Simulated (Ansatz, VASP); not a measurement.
# One calculation of Na, two programs

INCAR

```
PREC = Accurate
ENCUT = 520
EDIFF = 1E-6
ISMEAR = -1
SIGMA = 0.03
LREAL = F
LASPH = T
NELM = 80
ALGO = Normal
ISIF = 2
LWAVE = F
LCHARG = T
GGA = PE
LELF = T
LVHAR = T
NBANDS = 10
```

The input KPOINTS:

```
Automatic mesh
0
Gamma
  11 11 11
```

POSCAR

```
Na
1.0
   -2.1315235875      2.1315235875      2.1315235875
    2.1315235875     -2.1315235875      2.1315235875
    2.1315235875      2.1315235875     -2.1315235875
Na
1
Direct
    0.0000000000      0.0000000000      0.0000000000
```

Input for Ansatz:

```yaml
crystal:
  lattice:
    - [-2.1315235875, 2.1315235875, 2.1315235875]
    - [2.1315235875, -2.1315235875, 2.1315235875]
    - [2.1315235875, 2.1315235875, -2.1315235875]
  atoms:
    - { symbol: Na, position: [0.0, 0.0, 0.0] }
kpoints:
  mp_grid: { grid: [11, 11, 11] }
scf:
  occupations: { method: fermi_dirac, width: 0.03 }
hamiltonian:
  xc: pbe
  pseudopotentials: { kind: all_electron, lapw: { basis_error: 0.0005 } }
output:
  forces: true
  stress: true
  eigenvalues: true
```

Change from the starting cell: volume scaled by 1.02.

Alike in both runs: task single point; functional PBE; k mesh 11 × 11 × 11; occupations fermi-dirac, width 0.03 eV; no spin polarisation.

|  | VASP | Ansatz |
| --- | --- | --- |
| version | VASP 6.6.1 | Ansatz 0.2.0 |
| potentials or method | VASP PAW PBE potentials, release 64 (Na_pv) | all-electron LAPW, scalar-relativistic |
| plane-wave cutoff (eV) | 520 | see its input |

Ansatz gave:

* pressure (GPa): -0.3

**Question.** Estimate VASP's values.

**Answer.** Pressure (GPa): -0.4.

Ansatz ran all-electron here, so the differences hold the error of VASP's frozen core and of both bases.
